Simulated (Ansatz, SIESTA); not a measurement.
Given: the input of a run of SIESTA 5.4.2 on TiAl3. Atoms were shifted at random by some hundredths of an Å from the given cell, which wasn't relaxed again for these runs. The cell comes from a database or a generator and needn't be the stable form of this composition.

File TiAl3.fdf:

```
SystemName                      TiAl3
SystemLabel                     TiAl3
NumberOfSpecies                 2
NumberOfAtoms                   4
%block ChemicalSpeciesLabel
  1  22 Ti
  2  13 Al
%endblock ChemicalSpeciesLabel

LatticeConstant                 1.0 Ang
%block LatticeVectors
    -1.9111067713     1.9111067713     4.2806687947
     1.9111067713    -1.9111067713     4.2806687947
     1.9111067713     1.9111067713    -4.2806687947
%endblock LatticeVectors
AtomicCoordinatesFormat         Fractional
%block AtomicCoordinatesAndAtomicSpecies
    -0.0096190000     0.0003760000    -0.0047860000  1  Ti
     0.2566370000     0.7534730000     0.5188220000  2  Al
     0.7460380000     0.2426830000     0.4969250000  2  Al
     0.5028580000     0.4875310000     0.0001400000  2  Al
%endblock AtomicCoordinatesAndAtomicSpecies

%block kgrid.MonkhorstPack
   10   0   0  0.0
    0  10   0  0.0
    0   0  10  0.0
%endblock kgrid.MonkhorstPack
XC.Functional                   GGA
XC.Authors                      PBEsol
PAO.BasisSize                   DZP
PAO.EnergyShift                 0.003 Ry
Mesh.Cutoff                     800 Ry
OccupationFunction              FD
ElectronicTemperature           0.05 eV
MaxSCFIterations                120
SCF.MustConverge                false
SCF.Mixer.Method                Pulay
SCF.Mixer.Weight                0.25
SCF.Mixer.History               8
SCF.DM.Tolerance                5.0e-05
SCF.H.Tolerance                 1.0e-03 eV
WriteForces                     true
Charge.Mulliken                 end
%block PAO.Basis
  Ti 5
  n=3 0 2
    3.151 0.000
  n=4 0 2
    8.703 0.000
  n=3 1 2
    3.568 0.000
  n=4 1 1
    8.703
  n=3 2 2
    6.267 0.000
%endblock PAO.Basis
```

Potentials or basis: PseudoDojo 0.4 standard (PBEsol files), converted to PSML, two zetas on semicore shells, DZP (energy shift 0.003 Ry; two zetas on semicore shells).

Run with:

```sh
$ siesta TiAl3.fdf > TiAl3.out 2>&1
```

Q: Set up the same calculation for Ansatz 0.2.0. Potentials or basis there: all-electron LAPW, scalar-relativistic.

A: As run (cutoffs and basis follow the program's own potentials, and thresholds, step limits or extra output files can differ):

input.yaml

```yaml
crystal:
  lattice:
    - [-1.9111067713, 1.9111067713, 4.2806687947]
    - [1.9111067713, -1.9111067713, 4.2806687947]
    - [1.9111067713, 1.9111067713, -4.2806687947]
  atoms:
    - { symbol: Ti, position: [-0.009619, 0.000376, -0.004786] }
    - { symbol: Al, position: [0.256637, 0.753473, 0.518822] }
    - { symbol: Al, position: [0.746038, 0.242683, 0.496925] }
    - { symbol: Al, position: [0.502858, 0.487531, 0.00014] }
kpoints:
  mp_grid: { grid: [10, 10, 10] }
scf:
  occupations: { method: fermi_dirac, width: 0.05 }
hamiltonian:
  xc: pbesol
  pseudopotentials: { kind: all_electron, lapw: { basis_error: 0.001 } }
output:
  forces: true
  stress: true
  eigenvalues: true
  populations: true
```

Potentials or basis: all-electron LAPW, scalar-relativistic.

Command:

```bash
$ ansatz run input.yaml --threads 2 --pin off --max-ram 8192MiB --backend cpu --events-out ev --progress --plain --runs-dir out
```

Both were run:

|  | SIESTA | Ansatz |
| --- | --- | --- |
| Pressure | 0.1 GPa | -0.3 GPa |
| Largest force | 0.651 eV/Å | 0.616 eV/Å |

Where Ansatz's input types no cutoff or centring, it takes its own default and a Γ-centred mesh.

Pressure is positive in compression.
